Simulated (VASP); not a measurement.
Write the native input for VASP 6.6.1 that does the following.

```yaml
Task: single point
Functional: r2SCAN
Potentials_or_basis: VASP PAW PBE potentials, release 64 (Ga_d, N)
Cutoff: 520 eV
k_mesh: 10 × 10 × 10
Occupations: gaussian, width 0.01 eV
Spin: no spin polarisation
Dipole_correction: no
Further_INCAR_settings: ALGO = Normal; EDIFF = 1e-07; NBANDS = 16
```

Crystal: GaN.

```
CELL_PARAMETERS angstrom
0.00000 2.10852 2.06044
2.10852 0.00000 2.06044
2.10852 2.10852 0.00000
ATOMIC_POSITIONS crystal
Ga 0.00000 0.00000 0.00000
N 0.50000 0.50000 0.50000
```

The cell was built by a generator and needn't be a form met in nature.

The cell isn't the ideal one: uniaxial_z strain -2.3%.

One way to write it, as run:

POSCAR

```
GaN
1.0
    0.0000000000      2.1085154154      2.0604412640
    2.1085154154      0.0000000000      2.0604412640
    2.1085154154      2.1085154154      0.0000000000
Ga N
1 1
Direct
    0.0000000000      0.0000000000      0.0000000000
    0.5000000000      0.5000000000      0.5000000000
```

INCAR.step1

```
  ALGO = Normal
  EDIFF = 1E-4
  ENCUT = 520
  GGA = PE
  ISMEAR = 0
  LASPH = T
  LCHARG = F
  LREAL = F
  LWAVE = T
  NBANDS = 16
  NELM = 100
  PREC = Accurate
  SIGMA = 0.01
```

INCAR.step2

```
  ALGO = Normal
  EDIFF = 1E-7
  ENCUT = 520
  ISIF = 2
  ISMEAR = 0
  ISTART = 1
  LASPH = T
  LCHARG = F
  LMIXTAU = T
  LREAL = F
  LWAVE = F
  METAGGA = R2SCAN
  NBANDS = 16
  NELM = 100
  PREC = Accurate
  SIGMA = 0.01
```

KPOINTS

```
k-points
0
Gamma
  10 10 10
```

Potentials or basis: VASP PAW PBE potentials, release 64 (Ga_d, N).

Launch:

```console
$ cat potpaw_PBE.64/Ga_d/POTCAR potpaw_PBE.64/N/POTCAR > POTCAR
$ cp INCAR.step1 INCAR
$ mpirun -np 1 vasp_std > vasp.out
$ cp INCAR.step2 INCAR
$ mpirun -np 1 vasp_std > vasp.out
```

Results of the run:

```
Pressure               : 7.6 GPa
Band gap on the k mesh : 1.16 eV, indirect (least direct gap 3.65 eV)
```

Caveat: the PAW data sets were made with another functional, which shifts forces and pressure a little.

Wall time 110 s on 1 thread of AMD EPYC 9R45 96-Core Processor (Zen 5), on a shared host, peak memory 0.13 GiB.
